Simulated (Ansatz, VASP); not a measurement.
**One calculation of W, two programs**

```
W
1.0
    -1.60177    1.60177    1.60177
     1.60177   -1.60177    1.60177
     1.60177    1.60177   -1.60177
W
1
Direct
  0.00000 0.00000 0.00000
```

Alike in both runs: task single point; functional r2SCAN; k mesh 15 × 15 × 15; no spin polarisation.

```csv
,VASP,Ansatz
version,VASP 6.6.1,Ansatz 0.2.0
potentials or method,"VASP PAW PBE potentials, release 64 (W_sv)",PAW plane waves
plane-wave cutoff (eV),520,500
occupations,"fermi-dirac, width 0.1 eV",fermi-dirac
valence electrons in the cell,14,14
```

Ansatz gave:

| Property | Result |
| --- | --- |
| pressure (GPa) | -9.8 |

Estimate VASP's values.

pressure (GPa): -8.7.

Caveats: the PAW data sets were made with another functional, which shifts forces and pressure a little (VASP). Spin-orbit coupling is left out, which matters for the levels of W.
